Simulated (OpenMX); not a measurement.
Crystal: Au.

```
Au
1.0
     2.74841    0.00000    0.00000
     0.00000    2.74841    0.00000
     0.00000    0.00000    2.74841
Au
1
Direct
  0.50000 0.50000 0.50000
```

The cell was built by a generator and needn't be a form met in nature.

Program: OpenMX 3.8.5. Alike in all runs: task single point; potentials or basis OpenMX 2013 PBE set, Au7.0-s3p2d2f1, grid cutoff 400 Ry; no spin polarisation; cell as given; k mesh 7 × 7 × 7; smearing fermi-dirac 0.05 eV.

Task: Order these runs on this cell by their pressure, lowest first.
A. level PBE+D3
B. level PBE
C. level PBE+D4

Result: A (-5.1 GPa), C (-3.0 GPa), B (1.1 GPa).

Caveats: the basis of atomic orbitals isn't converged, which shifts pressures, moduli and gaps; pairwise dispersion overbinds metals, which lowers pressure and volume (some runs).

Not every run made on this cell is shown here.
